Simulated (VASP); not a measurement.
# Ba (Pm-3m) in VASP: further runs

The runs below take Ba through single point, with PBE.

Program: VASP 6.6.1. These are calculated values, not measurements. Logs are shortened: lines on timing, memory, paths and dates and some standing lists are left out, and cuts for length are marked.

### Step 1. Starting point

Symmetry: Pm-3m, No. 221, cubic system. Conventional cell: a = 3.918 Å, b = 3.918 Å, c = 3.918 Å, α = 90.00°, β = 90.00°, γ = 90.00°. Ba (site symmetry m-3m) has 6 Ba at 3.92 Å as nearest neighbours.

This isn't the form of Ba at room conditions, which is bcc.

### Step 2. Single point, PBE

INCAR

```
PREC = Normal
ENCUT = 450
EDIFF = 1E-6
ISMEAR = 1
SIGMA = 0.2
LREAL = F
LASPH = T
NELM = 100
ALGO = Normal
ISIF = 2
LWAVE = F
LCHARG = F
GGA = PE
ADDGRID = F
```

KPOINTS

```
regular mesh
0
Gamma
  11 11 11
```

POSCAR

```
Ba
1.0
    3.9784390000     -0.0454340000      0.0410850000
   -0.0454340000      3.9110040000      0.0402290000
    0.0410850000      0.0402290000      3.8659060000
Ba
1
Direct
   -0.0007550000      0.0095990000     -0.0077320000
```

Potentials or basis: VASP PAW PBE potentials, release 64 (Ba_sv).

Launch:

```console
$ cat potpaw_PBE.64/Ba_sv/POTCAR > POTCAR
$ mpirun -np 1 vasp_std > vasp.out
```

OUTCAR:

```text
PREC = Normal
   ENCUT = 450
   EDIFF = 1E-6
   ISMEAR = 1
   LREAL = F
   LASPH = T
   NELM = 100
   ISIF = 2
   GGA = PE

 Found    666 irreducible k-points:

 Following reciprocal coordinates:
            Coordinates               Weight
  0.000000  0.000000  0.000000      1.000000
  0.090909 -0.000000  0.000000      2.000000
  0.181818 -0.000000 -0.000000      2.000000
  0.272727 -0.000000 -0.000000      2.000000
  0.363636 -0.000000  0.000000      2.000000
  0.454545 -0.000000 -0.000000      2.000000
   k-points           NKPTS =    666   k-points in BZ     NKDIM =    666   number of bands    NBANDS=      9
   number of dos      NEDOS =    301   number of ions     NIONS =      1
   total plane-waves  NPLWV =   9600
   dimension x,y,z NGX =    24 NGY =   20 NGZ =   20
   dimension x,y,z NGXF=    48 NGYF=   40 NGZF=   40
   ions per type =               1
   NGX,Y,Z   is equivalent  to a cutoff of  10.03,  8.50,  8.60 a.u.
   NGXF,Y,Z  is equivalent  to a cutoff of  20.06, 17.00, 17.20 a.u.
 SYSTEM =  unknown system
   PREC   = normal    normal or accurate (medium, high low for compatibility)
   ISTART =      0    job   : 0-new  1-cont  2-samecut
   ICHARG =      2    charge: 1-file 2-atom 10-const
   ISPIN  =      1    spin polarized calculation?
   LNONCOLLINEAR =      F non collinear calculations
   LSORBIT =      F    spin-orbit coupling
   LASPH  =      T    aspherical Exc in radial PAW
   ENCUT  =  450.0 eV  33.07 Ry    5.75 a.u.   6.88  6.77  6.69*2*pi/ulx,y,z
   NELM   =    100;   NELMIN=  2; NELMDL= -5     # of ELM steps
   EDIFF  = 0.1E-05   stopping-criterion for ELM
   LREAL  =      F    real-space projection
   EDIFFG = 0.1E-04   stopping-criterion for IOM
   NSW    =      0    number of steps for IOM
   IBRION =     -1    ionic relax: 0-MD 1-quasi-New 2-CG
   NFREE  =      0    steps in history (QN), initial steepest desc. (CG)
   ISIF   =      2    stress and relaxation
   ISYM   =      2    0-nonsym 1-usesym 2-fastsym
   POTIM  = 0.5000    time-step for ionic-motion
   TEBEG  =    0.0;   TEEND  =   0.0 temperature during run
   PSTRESS=    0.0 pullay stress
   NELECT =      10.0000    total number of electrons
   NUPDOWN=      -1.0000    fix difference up-down
   EMIN   =  10.00;   EMAX   =-10.00  energy-range for DOS
   EFERMI =   0.00;   METHOD = LEGACY
   ISMEAR =     1;   SIGMA  =   0.20  broadening in eV -4-tet -1-fermi 0-gaus
   EFERMI_NEDOS =   21; number of points for ismear=-14 and -15
   IALGO  =     38    algorithm
   IMIX   =      4    mixing-type and parameters
     AMIX     =   0.40;   BMIX     =  1.00
     AMIX_MAG =   1.60;   BMIX_MAG =  1.00
  volume/ion in A,a.u.               =      60.13       405.78
  Fermi-wavevector in a.u.,A,eV,Ry     =   0.900275  1.701272 11.027447  0.810495
  Thomas-Fermi vector in A             =   2.023212
   LORBIT       =      0    0 simple, 1 ext, 2 COOP (PROOUT), +10 PAW based schemes
   GGA     = PE    functional components
   LHFCALC =     F    Hartree Fock is set to
   AEXX    =    0.0000 exact exchange contribution
   IVDW    =     0    specifies the selected vdW correction
   LEPSILON=     F    determine dielectric tensor
   LRPA    =     F    only Hartree local field effects (RPA)
 non-spin polarized calculation
 Methfessel and Paxton  Order N= 1 SIGMA  =   0.20
  energy-cutoff  :      450.00
  volume of cell :       60.13
 maximum number of plane-waves:      1324
   NGX = 13   NGY = 13   NGZ = 13

 number of electron      10.0000002 magnetization

 Free energy of the ion-electron system (eV)
  ---------------------------------------------------
  ext. energy  EPLUGINS =         0.00000000
  ---------------------------------------------------
  free energy    TOTEN  =        -1.59450032 eV

  energy without entropy =       -1.60284562  energy(sigma->0) =       -1.59728208

 E-fermi :   1.7113     XC(G=0):  -7.5437

 val. band max:        1.7108847977   @ k =  -0.4545  -0.4545   0.4545
 cond. band min:       1.7179896573   @ k =   0.4545  -0.4545   0.4545
 fundamental gap:      0.0071048597
 Fermi energy:         1.7112548274

 k-point     1 :       0.0000    0.0000    0.0000
  band No.  band energies     occupation
      1     -27.4115      2.00000
      2     -12.2627      2.00000
      3     -12.2187      2.00000
      4     -12.1862      2.00000
      5      -0.8517      2.00000
      6       1.7579      0.61723
      7       1.7662      0.55398
      8       6.6095      0.00000
      9       6.6929      0.00000

 k-point     2 :       0.0909   -0.0000    0.0000
  band No.  band energies     occupation
      1     -27.4073      2.00000
      2     -12.3206      2.00000
      3     -12.2141      2.00000
      4     -12.1815      2.00000
      5      -0.7288      2.00000
      6       1.7942      0.36044
      7       1.8841     -0.00949
      8       6.3007      0.00000
      9       6.3980      0.00000

 k-point     3 :       0.1818   -0.0000   -0.0000
  band No.  band energies     occupation
      1     -27.3957      2.00000
      2     -12.4717      2.00000
      3     -12.2013      2.00000
      4     -12.1689      2.00000
      5      -0.3976      2.00000
      6       1.8941     -0.02763
      7       2.2012     -0.00289
      8       5.7076     -0.00000
      9       5.8164      0.00000

 k-point     4 :       0.2727   -0.0000   -0.0000
  band No.  band energies     occupation
      1     -27.3806      2.00000
      2     -12.6606      2.00000
      3     -12.1843      2.00000
      4     -12.1522      2.00000
      5       0.0577      2.00000
      6       2.0347     -0.04454
      7       2.5555     -0.00000
      8       5.1406     -0.00000
      9       5.2550     -0.00000

 k-point     5 :       0.3636   -0.0000    0.0000
  band No.  band energies     occupation
      1     -27.3666      2.00000
      2     -12.8261      2.00000
      3     -12.1686      2.00000
      4     -12.1367      2.00000
      5       0.5439      2.00000
      6       2.1755     -0.00496
      7       2.6730     -0.00000
      8       4.7229     -0.00000
      9       4.8402     -0.00000

 k-point     6 :       0.4545   -0.0000   -0.0000
  band No.  band energies     occupation
      1     -27.3582      2.00000
      2     -12.9212      2.00000
      3     -12.1592      2.00000
      4     -12.1274      2.00000
      5       0.9187      2.00000
      6       2.2655     -0.00063
      7       2.5456     -0.00000
      8       4.5025     -0.00000
      9       4.6222     -0.00000

 [... further k-points ...]
[... 5 lines left out ...]
  --------------------------------------------------------------------------------------
  -------------------------------------------------------------------------------------
  Total       -0.0744059      0.1435480      0.3036418     -0.0489524      0.0392292      0.0430717
  in kB       -1.9825245      3.8247960      8.0904515     -1.3043243      1.0452502      1.1476338
  external PRESSURE =       3.3109077 kB  Pullay stress =       0.0000000 kB

 VOLUME and BASIS-vectors are now :
 -----------------------------------------------------------------------------
  energy-cutoff  :      450.00
  volume of cell :       60.13
      direct lattice vectors                 reciprocal lattice vectors
     3.978439000 -0.045434000  0.041085000     0.251416447  0.002948496 -0.002702616
    -0.045434000  3.911004000  0.040229000     0.002948496  0.255750771 -0.002692703
     0.041085000  0.040229000  3.865906000    -0.002702616 -0.002692703  0.258728319

 POSITION                                       TOTAL-FORCE (eV/Angst)
 -----------------------------------------------------------------------------------
      4.01577      0.03206      3.87745        -0.000000     -0.000000      0.000000
 -----------------------------------------------------------------------------------
    total drift:                                0.000005      0.000028     -0.000024

  FREE ENERGIE OF THE ION-ELECTRON SYSTEM (eV)
  ---------------------------------------------------
  free  energy   TOTEN  =        -1.5945003182 eV

  energy  without entropy=       -1.6028456174  energy(sigma->0) =       -1.59728208
```

Wall time 78 s (1 thread of Intel Xeon Platinum 8259CL at 2.50GHz (Skylake/Cascade Lake), shared host); peak memory 0.39 GiB.

The run converged, but some of its settings lie outside the range that counts as converged, so its numbers aren't taken as properties of the crystal.

What came out:

```yaml
Free_energy: -1.5945 eV
Pressure: 0.3 GPa
Band_gap_on_the_k_mesh: none (metal or under the smearing width)
```

### Step 3. Single point, PBE

INCAR: that of step 2 with these lines changed.

```diff
@@ -1,2 +1,2 @@
-PREC = Normal
+PREC = Accurate
 ENCUT = 450
@@ -5,3 +5,3 @@
 SIGMA = 0.2
-LREAL = F
+LREAL = Auto
 LASPH = T
```

KPOINTS is that of step 2.

POSCAR

```
Ba
1.0
    3.9177175405      0.0000000000      0.0000000000
    0.0000000000      3.9177175405      0.0000000000
    0.0000000000      0.0000000000      3.9177175405
Ba
1
Direct
    0.0000000000      0.0000000000      0.0000000000
```

Potentials or basis: VASP PAW PBE potentials, release 64 (Ba_sv).

Launch:

```console
$ cat potpaw_PBE.64/Ba_sv/POTCAR > POTCAR
$ mpirun -np 1 vasp_std > vasp.out
```

It took 25 s on 1 thread of Intel Xeon Platinum 8259CL at 2.50GHz (Skylake/Cascade Lake), shared host; peak memory 0.15 GiB.

These settings aren't checked as converged: the numbers below hold their error.

What came out:

* Free energy: -1.5954 eV
* Pressure: 0.3 GPa
* Band gap on the k mesh: 0.07 eV, indirect (least direct gap 0.09 eV)

Caveat: spin-orbit coupling is left out, which moves the levels of the heavy elements; an odd mesh through Γ misses points on the zone boundary, where band edges often lie.

### Step 4. Single point, PBE

INCAR is that of step 3.

KPOINTS is that of step 3.

POSCAR

```
Ba
1.0
    3.9784390000     -0.0454340000      0.0410850000
   -0.0454340000      3.9110040000      0.0402290000
    0.0410850000      0.0402290000      3.8659060000
Ba
1
Direct
   -0.0007550000      0.0095990000     -0.0077320000
```

Potentials or basis: VASP PAW PBE potentials, release 64 (Ba_sv).

Launch:

```console
$ cat potpaw_PBE.64/Ba_sv/POTCAR > POTCAR
$ mpirun -np 1 vasp_std > vasp.out
```

OUTCAR:

```text
PREC = Accurate
   ENCUT = 450
   EDIFF = 1E-6
   ISMEAR = 1
   LREAL = Auto
   LASPH = T
   NELM = 100
   ISIF = 2
   GGA = PE

 Found    666 irreducible k-points:

 Following reciprocal coordinates:
            Coordinates               Weight
  0.000000  0.000000  0.000000      1.000000
  0.090909 -0.000000  0.000000      2.000000
  0.181818 -0.000000 -0.000000      2.000000
  0.272727 -0.000000 -0.000000      2.000000
  0.363636 -0.000000  0.000000      2.000000
  0.454545 -0.000000 -0.000000      2.000000
[... 141 lines left out ...]
      4     -12.1274      2.00000
      5       0.9184      2.00000
      6       2.2656     -0.00063
      7       2.5457     -0.00000
      8       4.5025     -0.00000
      9       4.6223     -0.00000

 [... further k-points ...]
[... 5 lines left out ...]
  --------------------------------------------------------------------------------------
  -------------------------------------------------------------------------------------
  Total       -0.0770367      0.1424622      0.3027059     -0.0481441      0.0383635      0.0447361
  in kB       -2.0526209      3.7958656      8.0655157     -1.2827858      1.0221854      1.1919803
  external PRESSURE =       3.2695868 kB  Pullay stress =       0.0000000 kB

 VOLUME and BASIS-vectors are now :
 -----------------------------------------------------------------------------
  energy-cutoff  :      450.00
  volume of cell :       60.13
      direct lattice vectors                 reciprocal lattice vectors
     3.978439000 -0.045434000  0.041085000     0.251416447  0.002948496 -0.002702616
    -0.045434000  3.911004000  0.040229000     0.002948496  0.255750771 -0.002692703
     0.041085000  0.040229000  3.865906000    -0.002702616 -0.002692703  0.258728319

 POSITION                                       TOTAL-FORCE (eV/Angst)
 -----------------------------------------------------------------------------------
      4.01577      0.03206      3.87745        -0.000000     -0.000000      0.000000
 -----------------------------------------------------------------------------------
    total drift:                               -0.000000     -0.000001     -0.000001

  FREE ENERGIE OF THE ION-ELECTRON SYSTEM (eV)
  ---------------------------------------------------
  free  energy   TOTEN  =        -1.5941090189 eV

  energy  without entropy=       -1.6024555545  energy(sigma->0) =       -1.59689120
```

OSZICAR:

```text
N       E                     dE             d eps       ncg     rms          rms(c)
DAV:   1     0.536658416623E+02    0.53666E+02   -0.40584E+03 12004   0.819E+02
DAV:   2     0.541065085623E+00   -0.53125E+02   -0.52313E+02 14372   0.147E+02
DAV:   3    -0.154662422173E+01   -0.20877E+01   -0.20766E+01 15320   0.332E+01
DAV:   4    -0.159537096568E+01   -0.48747E-01   -0.48680E-01 18648   0.433E+00
DAV:   5    -0.159595217305E+01   -0.58121E-03   -0.58111E-03 17145   0.298E-01    0.195E+00
DAV:   6    -0.159377911479E+01    0.21731E-02   -0.76160E-03 15507   0.838E-01    0.114E+00
DAV:   7    -0.159377043349E+01    0.86813E-05   -0.17706E-02 14354   0.132E+00    0.726E-02
DAV:   8    -0.159410739004E+01   -0.33696E-03   -0.66879E-04 16567   0.215E-01    0.189E-02
DAV:   9    -0.159411103280E+01   -0.36428E-05   -0.18251E-05 18772   0.307E-02    0.498E-03
DAV:  10    -0.159410930286E+01    0.17299E-05   -0.22628E-06 16441   0.124E-02    0.128E-03
DAV:  11    -0.159410901892E+01    0.28395E-06   -0.76862E-08  8385   0.282E-03
   1 F= -.15941090E+01 E0= -.15968912E+01  d E =0.834654E-02
```

stdout:

```text
POSCAR found type information on POSCAR Ba
 POSCAR found :  1 types and       1 ions
 scaLAPACK will be used
 -----------------------------------------------------------------------------
|                                                                             |
|                                                                             |
|     You have a (more or less) 'small supercell' and for smaller cells       |
|     it is recommended to use the reciprocal-space projection scheme!        |
|     The real-space optimization is not efficient for small cells and it     |
|     is also less accurate ...                                               |
|     Therefore, set LREAL=.FALSE. in the INCAR file.                         |
|                                                                             |
 -----------------------------------------------------------------------------

 LDA part: xc-table for (Slater+PW92), standard interpolation
 POSCAR, INCAR and KPOINTS ok, starting setup
 FFT: planning ... GRIDC
 FFT: planning ... GRID_SOFT
 FFT: planning ... GRID
 WAVECAR not read
 entering main loop
```

Wall time 4 min (1 thread of Intel Xeon Platinum 8259CL at 2.50GHz (Skylake/Cascade Lake), shared host); peak memory 0.3 GiB.

These settings aren't checked as converged: the numbers below hold their error.

Results:

```yaml
Free_energy: -1.5941 eV
Pressure: 0.3 GPa
Band_gap_on_the_k_mesh: none (metal or under the smearing width)
```

### Step 5. Single point, PBE

INCAR: that of step 4 with these lines changed.

```diff
@@ -2,6 +2,6 @@
 ENCUT = 450
-EDIFF = 1E-6
+EDIFF = 0.01
 ISMEAR = 1
 SIGMA = 0.2
-LREAL = Auto
+LREAL = F
 LASPH = T
```

KPOINTS is that of step 4.

POSCAR

```
Ba
1.0
    3.9177175405      0.0000000000      0.0000000000
    0.0000000000      3.9177175405      0.0000000000
    0.0000000000      0.0000000000      3.9177175405
Ba
1
Direct
    0.0000000000      0.0000000000      0.0000000000
```

Potentials or basis: VASP PAW PBE potentials, release 64 (Ba_sv).

Launch:

```console
$ cat potpaw_PBE.64/Ba_sv/POTCAR > POTCAR
$ mpirun -np 1 vasp_std > vasp.out
```

OUTCAR:

```text
PREC = Accurate
   ENCUT = 450
   EDIFF = 0.01
   ISMEAR = 1
   LREAL = F
   LASPH = T
   NELM = 100
   ISIF = 2
   GGA = PE

 Found     56 irreducible k-points:

 Following reciprocal coordinates:
            Coordinates               Weight
  0.000000  0.000000  0.000000      1.000000
  0.090909  0.000000  0.000000      6.000000
  0.181818  0.000000  0.000000      6.000000
  0.272727  0.000000  0.000000      6.000000
  0.363636  0.000000  0.000000      6.000000
  0.454545  0.000000  0.000000      6.000000
[... 141 lines left out ...]
      3     -12.0568      2.00000
      4     -12.0568      2.00000
      5       0.9564      2.00000
      6       2.3197     -0.00010
      7       2.5922     -0.00000
      8       4.4504     -0.00000
      9       4.4504     -0.00000

 [... further k-points ...]
[... 5 lines left out ...]
  --------------------------------------------------------------------------------------
  -------------------------------------------------------------------------------------
  Total       -0.5354240     -0.5354240     -0.5354240      0.0000000      0.0000000      0.0000000
  in kB      -14.2662252    -14.2662252    -14.2662252      0.0000000      0.0000000      0.0000000
  external PRESSURE =     -14.2662252 kB  Pullay stress =       0.0000000 kB

 VOLUME and BASIS-vectors are now :
 -----------------------------------------------------------------------------
  energy-cutoff  :      450.00
  volume of cell :       60.13
      direct lattice vectors                 reciprocal lattice vectors
     3.917717540  0.000000000  0.000000000     0.255250663  0.000000000  0.000000000
     0.000000000  3.917717540  0.000000000     0.000000000  0.255250663  0.000000000
     0.000000000  0.000000000  3.917717540     0.000000000  0.000000000  0.255250663

 POSITION                                       TOTAL-FORCE (eV/Angst)
 -----------------------------------------------------------------------------------
      0.00000      0.00000      0.00000         0.000000      0.000000      0.000000
 -----------------------------------------------------------------------------------
    total drift:                               -0.000000      0.000000      0.000000

  FREE ENERGIE OF THE ION-ELECTRON SYSTEM (eV)
  ---------------------------------------------------
  free  energy   TOTEN  =        -1.5953251555 eV

  energy  without entropy=       -1.6038993370  energy(sigma->0) =       -1.59818322
```

stdout:

```text
POSCAR found type information on POSCAR Ba
 POSCAR found :  1 types and       1 ions
 scaLAPACK will be used
 LDA part: xc-table for (Slater+PW92), standard interpolation
 POSCAR, INCAR and KPOINTS ok, starting setup
 FFT: planning ... GRIDC
 FFT: planning ... GRID_SOFT
 FFT: planning ... GRID
 WAVECAR not read
 entering main loop
```

It took 8.8 s on 1 thread of Intel Xeon Platinum 8259CL at 2.50GHz (Skylake/Cascade Lake), shared host; peak memory 0.17 GiB.

The run converged, but some of its settings lie outside the range that counts as converged, so its numbers aren't taken as properties of the crystal.

What came out:

- Free energy: -1.5953 eV
- Pressure: -1.4 GPa
- Band gap on the k mesh: 0.09 eV, indirect (least direct gap 0.09 eV)

Caveat: spin-orbit coupling is left out, which moves the levels of the heavy elements; an odd mesh through Γ misses points on the zone boundary, where band edges often lie.
